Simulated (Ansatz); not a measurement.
# Band structure of EuS

```xyz
2
Lattice="0.0000 2.9785 2.9785 2.9785 0.0000 2.9785 2.9785 2.9785 0.0000" Properties=species:S:1:pos:R:3 pbc="T T T"
Eu    0.0000    0.0000    0.0000
S     2.9785    2.9785    2.9785
```

Atoms are numbered in the order listed.

The cell is COD entry 1010394, as deposited and not checked against the literature; nothing was relaxed. It is an old determination, and later ones may differ.

Semilocal functionals without a Hubbard term describe localised f shells poorly; where the shell is localised, the real material differs.

The magnetic state is the one reached from the start moments; no search over orders was made, so it needn't be the ground state.

Spin–orbit coupling is left out, though it moves levels of the heavy atoms by tenths of an eV or more.

All numbers below come from DFT, PBE, all-electron LAPW, scalar-relativistic in Ansatz 0.2.0.

Numerical set-up: a Γ-centred 10×10×10 k mesh, Fermi–Dirac smearing of 0.05 eV, basis error target 0.25 meV/atom, spin-polarised from start moments Eu1 7 μB, ending with a cell moment of 6.99 μB.

Points in fractions of the reciprocal vectors of this cell: Γ (0, 0, 0), X (0.5, 0, 0.5), U (0.625, 0.25, 0.625), K (0.375, 0.375, 0.75), L (0.5, 0.5, 0.5), W (0.5, 0.25, 0.75). The path joins them by straight lines in the order Γ–X–U–K–Γ–L–W–X; legs that retrace an earlier one aren't tabulated. Energies are in eV from the Fermi level.

Task: List the spin-down levels at K between -5 and 1.5 eV.

Result: -3.93, -3.66, -3.35, 1.15.

Task: List the spin-down levels at W between -5 and 1.5 eV.

Result: -3.94, -3.53 (×2).

Task: List the spin-up levels at W between -5 and 1.5 eV.

Result: -4.08, -3.78 (×2), -0.42 (×2), -0.35 (×2), -0.32, -0.30, -0.27.

Task: What is the band gap?

Result: None at this level of theory (metallic, semimetallic, or a small gap that the functional closes).
